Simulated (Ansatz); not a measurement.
# CoO: a sweep of one setting

```yaml
crystal:
  lattice:
    - [0.00000, 2.13150, 2.13150]
    - [2.13150, 0.00000, 2.13150]
    - [2.13150, 2.13150, 0.00000]
  atoms:
    - { symbol: Co, position: [0.00000, 0.00000, 0.00000] }
    - { symbol: O, position: [0.50000, 0.50000, 0.50000] }
```

Atoms are numbered in the order listed.

The conventional cell has a = 4.263 Å, b = 4.263 Å, c = 4.263 Å, α = 90.00°, β = 90.00°, γ = 90.00°. Co (atom 1) has 6 O at 2.13 Å as nearest neighbours. O (atom 2) is surrounded by 6 Co at 2.13 Å.

The cell is COD entry 1533087, as deposited and not checked against the literature; nothing was relaxed.

Semilocal functionals without U often leave such compounds metallic or with too small a gap, and the real magnetic order may differ.

Other magnetic orders may lie lower; this is the state that the run reached.

Computed with Ansatz 0.2.0, DFT, PBE, all-electron LAPW, scalar-relativistic.

Sampling and basis: a Γ-centred 15×15×15 k mesh, Fermi–Dirac smearing of 0.05 eV, basis error target 0.5 meV/atom, spin-polarised from start moments Co1 2 μB. One setting is then changed at a time.

| LAPW cutoff (eV) | free energy less the base's (meV/atom) | P (GPa) | moment (μB) |
| --- | --- | --- | --- |
| 388 (base) | 0.0 | -1.82 | 2.937 |
| 150 | 138 | 0.21 | 2.938 |
| 320 | 0.6 | -1.81 | 2.937 |
| 400 | 0.0 | -1.82 | 2.937 |
| 500 | -0.1 | -1.82 | 2.937 |
